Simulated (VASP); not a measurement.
Set up this calculation in VASP 6.6.1, as the native input.

```yaml
Task: band structure
Functional: PBE
Potentials_or_basis: VASP PAW PBE potentials, release 64 (Zr_sv, O)
Cutoff: 520 eV
k_mesh: 10 × 10 × 10
Occupations: gaussian, width 0.02 eV
Spin: no spin polarisation
Further_INCAR_settings: ALGO = Normal; EDIFF = 1e-06; NBANDS = 19
```

Crystal: ZrO2.

```
Zr O
1.0
     0.00000    2.55857    2.55857
     2.55857    0.00000    2.55857
     2.55857    2.55857    0.00000
Zr O
1 2
Cartesian
  0.0000 0.0000 0.0000
  1.2793 1.2793 1.2793
  3.8379 3.8379 3.8379
```

The cell was built by a generator and needn't be a form met in nature.

One way to write it, as run:

POSCAR

```
ZrO2                                    
1.0
   -0.0000000000      2.5585688976      2.5585688976
    2.5585688976     -0.0000000000      2.5585688976
    2.5585688976      2.5585688976     -0.0000000000
  Zr              O             
     1     2
Direct
     0.0000000000000000    0.0000000000000000    0.0000000000000000
     0.2500000000000000    0.2500000000000000    0.2500000000000000
     0.7500000000000000    0.7500000000000000    0.7500000000000000
```

INCAR.step1

```
PREC = Accurate
ENCUT = 520
EDIFF = 1E-6
ISMEAR = 0
SIGMA = 0.02
LREAL = F
LASPH = T
NELM = 60
ALGO = Normal
ISIF = 2
LWAVE = F
LCHARG = T
LMAXMIX = 4
GGA = PE
NBANDS = 19
```

KPOINTS.step1

```
regular mesh
0
Gamma
  10 10 10
```

INCAR.step2

```
PREC = Accurate
ENCUT = 520
EDIFF = 1E-6
ISMEAR = 0
SIGMA = 0.05
LREAL = F
LASPH = T
NELM = 60
ALGO = Normal
ISIF = 2
LWAVE = F
LCHARG = F
LMAXMIX = 4
GGA = PE
NBANDS = 19
ICHARG = 11
```

KPOINTS.step2

```
path GXWKGLUWLK,UX
15
line-mode
reciprocal
 0.0000000000  0.0000000000  0.0000000000  G
 0.5000000000  0.0000000000  0.5000000000  X

 0.5000000000  0.0000000000  0.5000000000  X
 0.5000000000  0.2500000000  0.7500000000  W

 0.5000000000  0.2500000000  0.7500000000  W
 0.3750000000  0.3750000000  0.7500000000  K

 0.3750000000  0.3750000000  0.7500000000  K
 0.0000000000  0.0000000000  0.0000000000  G

 0.0000000000  0.0000000000  0.0000000000  G
 0.5000000000  0.5000000000  0.5000000000  L

 0.5000000000  0.5000000000  0.5000000000  L
 0.6250000000  0.2500000000  0.6250000000  U

 0.6250000000  0.2500000000  0.6250000000  U
 0.5000000000  0.2500000000  0.7500000000  W

 0.5000000000  0.2500000000  0.7500000000  W
 0.5000000000  0.5000000000  0.5000000000  L

 0.5000000000  0.5000000000  0.5000000000  L
 0.3750000000  0.3750000000  0.7500000000  K

 0.6250000000  0.2500000000  0.6250000000  U
 0.5000000000  0.0000000000  0.5000000000  X
```

Potentials or basis: VASP PAW PBE potentials, release 64 (Zr_sv, O).

The run is started by

```console
$ cat potpaw_PBE.64/Zr_sv/POTCAR potpaw_PBE.64/O/POTCAR > POTCAR
$ cp INCAR.step1 INCAR
$ cp KPOINTS.step1 KPOINTS
$ mpirun -np 1 vasp_std > vasp.out
$ cp INCAR.step2 INCAR
$ cp KPOINTS.step2 KPOINTS
$ mpirun -np 1 vasp_std > vasp.out
```

It gave:

* Band gap on the k mesh: 3.31 eV, indirect (least direct gap 3.74 eV)
* Band gap along the path: 3.31 eV, indirect (least direct gap 3.74 eV)

Caveat: the log is that of the step along the path at fixed density, whose energy, stress, charges and moments have no meaning.

Wall time 38 s on 1 thread of Intel(R) Xeon(R) 6975P-C (Granite Rapids), with other jobs on the host, peak memory 0.21 GiB.
